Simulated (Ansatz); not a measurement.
Cells of relaxed bulk TiCo (Pm-3m, 13.31 Å³/atom, gap on the mesh 0.00 eV) whose upper half is shifted onto another sublattice; atoms and the cell's height are relaxed. Energies are the mean of the cell's two boundaries over the bulk on a matched mesh.

Level of theory: Ansatz, DFT PBE, scalar-relativistic, plane waves, PAW.

Cutoff 420 eV; k points 12×12×2 on the computed 12-atom cell (Γ-centred); Gaussian smearing, width 0.10 eV; collinear spin from starting moments 0 1.09 0 1.09 0 1.09 1.09 0 1.09 0 1.09 0 μB.

Start ((001), species swapped):

```yaml
crystal:
  lattice:
    - [2.98559, 0.00000, 0.00000]
    - [0.00000, 2.98559, 0.00000]
    - [0.00000, 0.00000, 17.91352]
  atoms:
    - { symbol: Ti, position: [0.00000, 0.00000, 0.00000] }
    - { symbol: Co, position: [0.50000, 0.50000, 0.08333] }
    - { symbol: Ti, position: [0.00000, 0.00000, 0.16667] }
    - { symbol: Co, position: [0.50000, 0.50000, 0.25000] }
    - { symbol: Ti, position: [0.00000, 0.00000, 0.33333] }
    - { symbol: Co, position: [0.50000, 0.50000, 0.41667] }
    - { symbol: Co, position: [0.00000, 0.00000, 0.50000] }
    - { symbol: Ti, position: [0.50000, 0.50000, 0.58333] }
    - { symbol: Co, position: [0.00000, 0.00000, 0.66667] }
    - { symbol: Ti, position: [0.50000, 0.50000, 0.75000] }
    - { symbol: Co, position: [0.00000, 0.00000, 0.83333] }
    - { symbol: Ti, position: [0.50000, 0.50000, 0.91667] }
```

Task: What does the relaxation give?

Result: The free energy falls by 44 meV/atom.

```
boundary energy (mJ/m²)          : 701
excess width (Å)                 : -0.01
gap on the mesh (eV)             : 0
size of the moment (μB per cell) : 3.87
```

Relaxed structure:
```xyz
12
Lattice="2.9856 0.0000 0.0000 0.0000 2.9856 0.0000 0.0000 0.0000 17.8954" Properties=species:S:1:pos:R:3 pbc="T T T"
Ti    0.0000    0.0000    0.1606
Co    1.4928    1.4928    1.7102
Ti    0.0000    0.0000    3.1570
Co    1.4928    1.4928    4.6022
Ti    0.0000    0.0000    6.1591
Co    1.4928    1.4928    7.4429
Co    0.0000    0.0000    8.9613
Ti    1.4928    1.4928   10.2450
Co    0.0000    0.0000   11.8019
Ti    1.4928    1.4928   13.2471
Co    0.0000    0.0000   14.6939
Ti    1.4928    1.4928   16.2435
```

Small energy differences in metals hang on the k mesh (about 10 mJ/m² or 1 to 2 meV/atom on the mesh of the relaxation).

Time: 19 min on 2 threads of Intel(R) Xeon(R) Platinum 8259CL CPU @ 2.50GHz (Skylake/Cascade Lake), on a shared host, peak memory 1.7 GiB.